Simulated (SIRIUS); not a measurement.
Crystal: HfC.

```
CELL_PARAMETERS angstrom
3.34287 0.00000 0.00000
-1.67143 2.89501 0.00000
0.00000 0.00000 5.20271
ATOMIC_POSITIONS crystal
Hf 0.33333 0.66667 0.25000
Hf 0.66667 0.33333 0.75000
C 0.00000 0.00000 0.50000
C 0.00000 0.00000 0.00000
```

The cell comes from a database or a generator and needn't be the stable form of this composition.

* Program: SIRIUS 7.10.0
* Task: single point
* Functional: PBE
* Potentials or basis: PseudoDojo 0.4.1 PBE standard (scalar relativistic)
* Cutoff: 1127 eV
* Density cutoff: 4507 eV
* k mesh: 9 × 9 × 5
* Occupations: fermi-dirac, width 0.05 eV
* Spin: no spin polarisation

On this cell: pressure -0.5 GPa; largest force under 0.003 eV/Å; band gap on the k mesh none (metal or under the smearing width).

The same run follows on a disturbed copy (atoms moved at random, drawn with an rms of 0.05 Å):

```xyz
4
Lattice="3.3429 0.0000 0.0000 -1.6714 2.8950 0.0000 0.0000 0.0000 5.2027" Properties=species:S:1:pos:R:3 pbc="T T T"
Hf    0.0184    1.9297    1.3330
Hf    1.6896    0.9914    3.8974
C     0.0211    0.0196    2.5995
C     0.0130   -0.0151    0.0159
```

**Question.** What does the disturbed cell give?

**Answer.** The energy (extrapolated to zero smearing) moves by +4.9 meV/atom; pressure -0.4 GPa; largest force 0.664 eV/Å; band gap on the k mesh none (metal or under the smearing width).

Forces in eV/Å, atoms in the order of the input:
```
Hf  -0.020  0.045 -0.637
Hf  -0.013 -0.359  0.558
C   -0.018  0.001  0.177
C    0.051  0.314 -0.098
```

Stress tensor (GPa, compression positive):
```
-1.77  0.00 -0.01
 0.00 -1.83 -0.10
-0.01 -0.10  2.42
```
